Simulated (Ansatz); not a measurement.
# ZnSe: a line through an energy map

One line of a two-coordinate grid on ZnSe (P4/nmm, No. 129; 4 atoms in the cell): lattice constant a (and b) is varied, at lattice constant c = 5.572 Å.

Method: DFT LDA, scalar-relativistic, plane waves, PAW, in Ansatz 0.2.0.

4 further runs of the same task are left out: 4 set aside as unsound or not needed.

## 1. Starting point

It takes space group P4/nmm (No. 129, tetragonal). Conventional cell: a = 3.982 Å, b = 3.982 Å, c = 5.256 Å, α = 90.00°, β = 90.00°, γ = 90.00°. Zn (site symmetry -4m2) is surrounded by 4 Se at 2.48 Å and 4 Zn at 2.82 Å. Se (site symmetry 4mm) is surrounded by 4 Zn at 2.48 Å.

Coordinates:

```
CELL_PARAMETERS angstrom
3.98248 0.00000 0.00000
0.00000 3.98248 0.00000
0.00000 0.00000 5.25614
ATOMIC_POSITIONS crystal
Zn 0.00000 0.00000 0.00000
Zn 0.50000 0.50000 0.00000
Se 0.00000 0.50000 0.27970
Se 0.50000 0.00000 0.72030
```

It goes back to an entry of the Materials Project, which need not be the stable form.

This cell was relaxed beforehand with the same method: volume 20.84 Å³/atom, gap on the mesh 1.56 eV.

## 2. The scan

The energy is mapped over the lattice constants a and c of the conventional cell.

- lattice constant a (and b): 5 values from 3.863 to 4.102 Å
- lattice constant c: 5 values from 4.625 to 5.887 Å

Nothing else is relaxed (fractional coordinates fixed). Energies count from the relaxed crystal. Points are written as (first, second).

## 3. Point (3.863 Å, 5.572 Å)

Contents of input.yaml:

```yaml
crystal:
  lattice:
    - [3.863, 0.0, 0.0]
    - [0.0, 3.863, 0.0]
    - [0.0, 0.0, 5.5715]
  atoms:
    - { symbol: Zn, position: [0.0, 0.0, 0.0] }
    - { symbol: Zn, position: [0.5, 0.5, 0.0] }
    - { symbol: Se, position: [0.0, 0.5, 0.2797006019] }
    - { symbol: Se, position: [0.5, 0.0, 0.7202993981] }
basis:
  ecutwfc: 520.0
kpoints:
  mp_grid: { grid: [8, 8, 6] }
hamiltonian:
  xc: lda
  pseudopotentials: { kind: paw, azcp: { folder: soft_1 } }
scf:
  occupations: { method: gaussian, width: 0.05 }
output:
  forces: true
  stress: true
  eigenvalues: true
```

Started as:

```sh
> ansatz run input.yaml --threads 1 --pin off --max-ram 2048MiB --backend cpu --events-out ev --progress --plain --runs-dir out
```

Output (excerpt; [...] marks lines left out):

```text
Warning: <dir> the record states the generating functional pbe (its physics header spells it `PBE`), which answers neither for hamiltonian.xc's functional nor for the lda family's — results may be inconsistent (PPs are generated against a specific XC)
[...]
Warning: RAYON_NUM_THREADS=1 ignored (pool sized by the plan → 1); use --threads N
[...]
Pseudopotentials: kind: paw
Pseudopotential: Zn, paw, valence charge 12, recommended cutoff 420 eV (normal), <dir>
Pseudopotential: Se, paw, valence charge 16, recommended cutoff 420 eV (normal), <dir>
Functional definition: SPW92
[...]
Crystal: 4 atoms, lattice volume = 83.142 Å³
Basis set: ecut = 520 eV, 2213 PW (Γ)
Bands: 34, of which v1, the nominal top of the filled ones, is band 28 counted from 1 (27 counted from 0)
Symmetry: 16 space group operations
Space group: P4/nmm (ITA 129), of the structure as read, at distance tolerance 4.4e-5 Å
k-points: 60 of 384
[...]
SCF iter   1: F=—  HF=-17262.453843 eV  |F-HF|=—  |Δ(HF+E_count)|=         —  Δρ=6.70e-2  dr2=5.49e0  ethr=3.10e-3  ⟨swp⟩=6.6  Hψ=9290  notcnv=0
[...]
SCF iter   9: F=-17260.960743 eV  HF=-17260.960743 eV  |F-HF|=6.09e-8  |Δ(HF+E_count)|=   7.68e-7  Δρ=1.44e-5  dr2=9.77e-8  ethr=1.79e-10  ⟨swp⟩=3.5  Hψ=9061  notcnv=0
[...]
SCF converged after 9 iterations
Free energy (F): -17260.960743 eV
[...]
E sigma→0 (E₀):  -17260.960743 eV
Fermi energy:    8.351735 eV
[...]
--- Forces (eV/Å), atoms counted from 1 ---
  atom   1  Zn     0.00000000     0.00000000     0.00000000
  atom   2  Zn     0.00000000     0.00000000    -0.00000000
  atom   3  Se     0.00000000     0.00000000    -0.35557162
  atom   4  Se     0.00000000     0.00000000     0.35557162
[...]
--- Stress (GPa, compression-positive) ---
        1.693236       0.000000       0.000000
        0.000000       1.693236       0.000000
        0.000000       0.000000      -2.286867
  P = ⅓ Tr σ = 0.3665 GPa (3.665 kbar)
--- Band table (eV; the first three rows and the last of 60) ---
[...]
```

Wall time 29 s (1 thread of Arm Neoverse N1, shared host); peak memory 0.44 GiB.

That is 14 meV/atom from the zero.

## 4. Grid point (3.923 Å, 5.572 Å)

Changes to input.yaml since step 3:

```diff
@@ -2,4 +2,4 @@
   lattice:
-    - [3.863, 0.0, 0.0]
-    - [0.0, 3.863, 0.0]
+    - [3.9227, 0.0, 0.0]
+    - [0.0, 3.9227, 0.0]
     - [0.0, 0.0, 5.5715]
```

Started as:

```sh
> ansatz run input.yaml --threads 1 --pin off --max-ram 2048MiB --backend cpu --events-out ev --progress --plain --runs-dir out
```

Output (excerpt; [...] marks lines left out):

```text
Warning: <dir> the record states the generating functional pbe (its physics header spells it `PBE`), which answers neither for hamiltonian.xc's functional nor for the lda family's — results may be inconsistent (PPs are generated against a specific XC)
[...]
Warning: RAYON_NUM_THREADS=1 ignored (pool sized by the plan → 1); use --threads N
[...]
[... 4 set-up lines as earlier in the session ...]
[...]
Crystal: 4 atoms, lattice volume = 85.732 Å³
Basis set: ecut = 520 eV, 2317 PW (Γ)
Bands: 34, of which v1, the nominal top of the filled ones, is band 28 counted from 1 (27 counted from 0)
[... 2 set-up lines as earlier in the session ...]
k-points: 60 of 384
[...]
SCF iter   1: F=—  HF=-17262.420275 eV  |F-HF|=—  |Δ(HF+E_count)|=         —  Δρ=6.62e-2  dr2=5.28e0  ethr=3.10e-3  ⟨swp⟩=6.6  Hψ=9270  notcnv=0
[...]
SCF iter  10: F=-17260.967506 eV  HF=-17260.967506 eV  |F-HF|=8.77e-10  |Δ(HF+E_count)|=   8.16e-9  Δρ=1.69e-6  dr2=2.53e-9  ethr=1.79e-10  ⟨swp⟩=4.3  Hψ=7116  notcnv=0
[...]
SCF converged after 10 iterations
Free energy (F): -17260.967506 eV
[...]
E sigma→0 (E₀):  -17260.967506 eV
Fermi energy:    7.873383 eV
[...]
--- Forces (eV/Å), atoms counted from 1 ---
  atom   1  Zn     0.00000000     0.00000000    -0.00000000
  atom   2  Zn     0.00000000     0.00000000     0.00000000
  atom   3  Se     0.00000000     0.00000000    -0.58443421
  atom   4  Se     0.00000000     0.00000000     0.58443421
[...]
--- Stress (GPa, compression-positive) ---
       -0.788160       0.000000       0.000000
        0.000000      -0.788160       0.000000
        0.000000       0.000000      -3.823954
  P = ⅓ Tr σ = -1.8001 GPa (-18.001 kbar)
--- Band table (eV; the first three rows and the last of 60) ---
[...]
```

It took 31 s on 1 thread of Arm Neoverse N1, shared host; peak memory 0.45 GiB.

Energy on the map's scale: 13 meV/atom.

## 5. Point (3.982 Å, 5.572 Å)

Changes to input.yaml since step 4:

```diff
@@ -2,4 +2,4 @@
   lattice:
-    - [3.9227, 0.0, 0.0]
-    - [0.0, 3.9227, 0.0]
+    - [3.9824792206, 0.0, 0.0]
+    - [0.0, 3.9824792206, 0.0]
     - [0.0, 0.0, 5.5715]
```

Started as:

```sh
> ansatz run input.yaml --threads 1 --pin off --max-ram 2048MiB --backend cpu --events-out ev --progress --plain --runs-dir out
```

Output (excerpt; [...] marks lines left out):

```text
Warning: <dir> the record states the generating functional pbe (its physics header spells it `PBE`), which answers neither for hamiltonian.xc's functional nor for the lda family's — results may be inconsistent (PPs are generated against a specific XC)
[...]
Warning: RAYON_NUM_THREADS=1 ignored (pool sized by the plan → 1); use --threads N
[...]
[... 4 set-up lines as earlier in the session ...]
[...]
Crystal: 4 atoms, lattice volume = 88.365 Å³
Basis set: ecut = 520 eV, 2421 PW (Γ)
Bands: 34, of which v1, the nominal top of the filled ones, is band 28 counted from 1 (27 counted from 0)
[... 1 set-up line as earlier in the session ...]
Space group: P4/nmm (ITA 129), of the structure as read, at distance tolerance 4.5e-5 Å
k-points: 60 of 384
[...]
SCF iter   1: F=—  HF=-17262.352775 eV  |F-HF|=—  |Δ(HF+E_count)|=         —  Δρ=6.55e-2  dr2=5.08e0  ethr=3.10e-3  ⟨swp⟩=6.4  Hψ=9105  notcnv=0
[...]
SCF iter  10: F=-17260.936515 eV  HF=-17260.936515 eV  |F-HF|=9.53e-10  |Δ(HF+E_count)|=   9.06e-9  Δρ=1.58e-6  dr2=2.39e-9  ethr=1.79e-10  ⟨swp⟩=4.3  Hψ=6955  notcnv=0
[...]
SCF converged after 10 iterations
Free energy (F): -17260.936515 eV
[...]
E sigma→0 (E₀):  -17260.936515 eV
Fermi energy:    7.416998 eV
[...]
--- Forces (eV/Å), atoms counted from 1 ---
  atom   1  Zn     0.00000000     0.00000000     0.00000000
  atom   2  Zn     0.00000000     0.00000000     0.00000000
  atom   3  Se    -0.00000000     0.00000000    -0.78840695
  atom   4  Se    -0.00000000     0.00000000     0.78840695
[...]
--- Stress (GPa, compression-positive) ---
       -2.923307       0.000000       0.000000
        0.000000      -2.923307       0.000000
        0.000000       0.000000      -5.108909
  P = ⅓ Tr σ = -3.6518 GPa (-36.518 kbar)
--- Band table (eV; the first three rows and the last of 60) ---
[...]
```

Run time: 31 s. Hardware: 1 thread of Arm Neoverse N1, shared host; peak memory 0.45 GiB.

Energy on the map's scale: 20 meV/atom.

## 6. Grid point (4.042 Å, 5.572 Å)

Changes to input.yaml since step 5:

```diff
@@ -2,4 +2,4 @@
   lattice:
-    - [3.9824792206, 0.0, 0.0]
-    - [0.0, 3.9824792206, 0.0]
+    - [4.0422, 0.0, 0.0]
+    - [0.0, 4.0422, 0.0]
     - [0.0, 0.0, 5.5715]
```

Started as:

```sh
> ansatz run input.yaml --threads 1 --pin off --max-ram 2048MiB --backend cpu --events-out ev --progress --plain --runs-dir out
```

Output (excerpt; [...] marks lines left out):

```text
Warning: <dir> the record states the generating functional pbe (its physics header spells it `PBE`), which answers neither for hamiltonian.xc's functional nor for the lda family's — results may be inconsistent (PPs are generated against a specific XC)
[...]
Warning: RAYON_NUM_THREADS=1 ignored (pool sized by the plan → 1); use --threads N
[...]
[... 4 set-up lines as earlier in the session ...]
[...]
Crystal: 4 atoms, lattice volume = 91.035 Å³
Basis set: ecut = 520 eV, 2453 PW (Γ)
Bands: 34, of which v1, the nominal top of the filled ones, is band 28 counted from 1 (27 counted from 0)
[... 2 set-up lines as earlier in the session ...]
k-points: 60 of 384
[...]
SCF iter   1: F=—  HF=-17262.255672 eV  |F-HF|=—  |Δ(HF+E_count)|=         —  Δρ=6.48e-2  dr2=4.91e0  ethr=3.10e-3  ⟨swp⟩=6.5  Hψ=9140  notcnv=0
[...]
SCF iter  10: F=-17260.872122 eV  HF=-17260.872122 eV  |F-HF|=9.02e-10  |Δ(HF+E_count)|=   3.71e-9  Δρ=1.57e-6  dr2=2.59e-9  ethr=1.79e-10  ⟨swp⟩=4.1  Hψ=6808  notcnv=0
[...]
SCF converged after 10 iterations
Free energy (F): -17260.872122 eV
[...]
E sigma→0 (E₀):  -17260.872122 eV
Fermi energy:    6.982429 eV
[...]
--- Forces (eV/Å), atoms counted from 1 ---
  atom   1  Zn     0.00000000     0.00000000    -0.00000000
  atom   2  Zn     0.00000000     0.00000000     0.00000000
  atom   3  Se     0.00000000     0.00000000    -0.96914157
  atom   4  Se     0.00000000     0.00000000     0.96914157
[...]
--- Stress (GPa, compression-positive) ---
       -4.752245       0.000000       0.000000
        0.000000      -4.752245       0.000000
        0.000000       0.000000      -6.171298
  P = ⅓ Tr σ = -5.2253 GPa (-52.253 kbar)
--- Band table (eV; the first three rows and the last of 60) ---
[...]
```

Run time: 31 s. Hardware: 1 thread of Arm Neoverse N1, shared host; peak memory 0.46 GiB.

That is 36 meV/atom from the zero.

## 7. Changed: mp_grid.shift [0.5, 0.5, 0.5], ecutwfc left out

Changes to input.yaml since step 6:

```diff
@@ -10,6 +10,4 @@
     - { symbol: Se, position: [0.5, 0.0, 0.7202993981] }
-basis:
-  ecutwfc: 520.0
 kpoints:
-  mp_grid: { grid: [8, 8, 6] }
+  mp_grid: { grid: [8, 8, 6], shift: [0.5, 0.5, 0.5] }
 hamiltonian:
@@ -21,3 +19,3 @@
   forces: true
+  eigenvalues: true
   stress: true
-  eigenvalues: true
```

Started as:

```sh
> ansatz run input.yaml --threads 1 --pin off --max-ram 2048MiB --backend cpu --events-out ev --progress --plain --runs-dir out
```

Output (excerpt; [...] marks lines left out):

```text
Warning: <dir> the record states the generating functional pbe (its physics header spells it `PBE`), which answers neither for hamiltonian.xc's functional nor for the lda family's — results may be inconsistent (PPs are generated against a specific XC)
[...]
Warning: RAYON_NUM_THREADS=1 ignored (pool sized by the plan → 1); use --threads N
[...]
[... 4 set-up lines as earlier in the session ...]
[...]
Crystal: 4 atoms, lattice volume = 91.035 Å³
Basis set: ecut = 420 eV, 1803 PW (Γ)
Bands: 34, of which v1, the nominal top of the filled ones, is band 28 counted from 1 (27 counted from 0)
[... 2 set-up lines as earlier in the session ...]
k-points: 30 of 384
[...]
SCF iter   1: F=—  HF=-17262.246894 eV  |F-HF|=—  |Δ(HF+E_count)|=         —  Δρ=6.42e-2  dr2=4.89e0  ethr=3.10e-3  ⟨swp⟩=6.6  Hψ=4612  notcnv=0
[...]
SCF iter   9: F=-17260.868852 eV  HF=-17260.868852 eV  |F-HF|=4.91e-8  |Δ(HF+E_count)|=   5.06e-7  Δρ=1.13e-5  dr2=6.85e-8  ethr=1.79e-10  ⟨swp⟩=6.2  Hψ=4454  notcnv=0
[...]
SCF converged after 9 iterations
Free energy (F): -17260.868852 eV
[...]
E sigma→0 (E₀):  -17260.868852 eV
Fermi energy:    7.163613 eV
[...]
--- Forces (eV/Å), atoms counted from 1 ---
  atom   1  Zn     0.00000000     0.00000000     0.00000000
  atom   2  Zn     0.00000000     0.00000000     0.00000000
  atom   3  Se     0.00000000     0.00000000    -0.96574336
  atom   4  Se     0.00000000     0.00000000     0.96574336
[...]
--- Stress (GPa, compression-positive) ---
       -4.759251       0.000000       0.000000
        0.000000      -4.759251       0.000000
        0.000000       0.000000      -6.155106
  P = ⅓ Tr σ = -5.2245 GPa (-52.245 kbar)
--- Band table (eV; the first three rows and the last of 30) ---
[...]
```

Wall time 12 s (1 thread of Arm Neoverse N1, shared host); peak memory 0.36 GiB.

| run | ending | energy change | pressure (GPa) | gap (eV) | force (eV/Å) | cycles | time |
| --- | --- | --- | --- | --- | --- | --- | --- |
| step 6 | converged | 0 | -5.2 | 1.34 | 0.97 | 10 | 31 s |
| variant | converged | +0.8 meV/atom | -5.2 | 2.01 | 0.97 | 9 | 12 s |

Changing the k-point mesh and cutoff moves the energy by +0.8 meV/atom, and the gap on the mesh goes from 1.34 to 2.01 eV. More than one kind of setting changed, and this run alone doesn't tell their shares apart. A gap read on a mesh depends on which points the mesh holds, and a coarse mesh shifts the density too. Cost: 9 SCF cycles against 10, 12 s against 31 s.

## 8. Grid point (4.102 Å, 5.572 Å)

Changes to input.yaml since step 6:

```diff
@@ -2,4 +2,4 @@
   lattice:
-    - [4.0422, 0.0, 0.0]
-    - [0.0, 4.0422, 0.0]
+    - [4.102, 0.0, 0.0]
+    - [0.0, 4.102, 0.0]
     - [0.0, 0.0, 5.5715]
```

Started as:

```sh
> ansatz run input.yaml --threads 1 --pin off --max-ram 2048MiB --backend cpu --events-out ev --progress --plain --runs-dir out
```

Output (excerpt; [...] marks lines left out):

```text
Warning: <dir> the record states the generating functional pbe (its physics header spells it `PBE`), which answers neither for hamiltonian.xc's functional nor for the lda family's — results may be inconsistent (PPs are generated against a specific XC)
[...]
Warning: RAYON_NUM_THREADS=1 ignored (pool sized by the plan → 1); use --threads N
[...]
[... 4 set-up lines as earlier in the session ...]
[...]
Crystal: 4 atoms, lattice volume = 93.748 Å³
Basis set: ecut = 520 eV, 2501 PW (Γ)
Bands: 34, of which v1, the nominal top of the filled ones, is band 28 counted from 1 (27 counted from 0)
[... 2 set-up lines as earlier in the session ...]
k-points: 60 of 384
[...]
SCF iter   1: F=—  HF=-17262.132116 eV  |F-HF|=—  |Δ(HF+E_count)|=         —  Δρ=6.41e-2  dr2=4.76e0  ethr=3.10e-3  ⟨swp⟩=6.5  Hψ=9056  notcnv=0
[...]
SCF iter   9: F=-17260.777992 eV  HF=-17260.777992 eV  |F-HF|=2.70e-8  |Δ(HF+E_count)|=   8.33e-7  Δρ=1.27e-5  dr2=8.57e-8  ethr=1.79e-10  ⟨swp⟩=3.2  Hψ=8650  notcnv=0
[...]
SCF converged after 9 iterations
Free energy (F): -17260.777992 eV
[...]
E sigma→0 (E₀):  -17260.777992 eV
Fermi energy:    6.567394 eV
[...]
--- Forces (eV/Å), atoms counted from 1 ---
  atom   1  Zn     0.00000000     0.00000000     0.00000000
  atom   2  Zn    -0.00000000     0.00000000    -0.00000000
  atom   3  Se     0.00000000     0.00000000    -1.12909767
  atom   4  Se    -0.00000000     0.00000000     1.12909767
[...]
--- Stress (GPa, compression-positive) ---
       -6.318485       0.000000      -0.000000
        0.000000      -6.318485       0.000000
       -0.000000       0.000000      -7.042799
  P = ⅓ Tr σ = -6.5599 GPa (-65.599 kbar)
--- Band table (eV; the first three rows and the last of 60) ---
[...]
```

It took 32 s on 1 thread of Arm Neoverse N1, shared host; peak memory 0.46 GiB.

That is 60 meV/atom from the zero.

## 9. What came out

| lattice constant a (and b) (Å) | step | energy (meV/atom) | slope (meV/atom per Å) | pressure (GPa) | band gap on the k-mesh (eV) | largest force on an atom (eV/Å) |
| --- | --- | --- | --- | --- | --- | --- |
| 3.863 | 3 | 14 | −114 | 0.4 | 1.443 | 0.36 |
| 3.923 | 4 | 13 | 54 | −1.8 | 1.410 | 0.58 |
| 3.982 | 5 | 20 | 202 | −3.7 | 1.376 | 0.79 |
| 4.042 | 6 | 36 | 334 | −5.2 | 1.342 | 0.97 |
| 4.102 | 8 | 60 | 451 | −6.6 | 1.307 | 1.13 |

Energies count from the relaxed crystal. Slopes come from the forces (and the stress, where the cell changes), not from differences of energies.

| run | outcome |
| --- | --- |
| step 7, run with mp_grid.shift [0.5, 0.5, 0.5], ecutwfc left out (against step 6) | +0.8 meV/atom; the gap on the mesh goes from 1.34 to 2.01 eV |

**Reading.** The lowest point of the line is at 3.923 Å, 13 meV/atom from the zero. A fit to energies and slopes at the lowest point and its two neighbours puts the minimum at 3.9027 Å, with a curvature of about 2700 meV/atom per Å². The highest point computed, at 4.102 Å, lies 47 meV/atom above the lowest. This is one cut through a surface in two coordinates; the map's lowest point lies off it.

The gaps are Kohn-Sham values of a semilocal functional, not quasiparticle or optical gaps. Such gaps usually fall short of the measured ones.
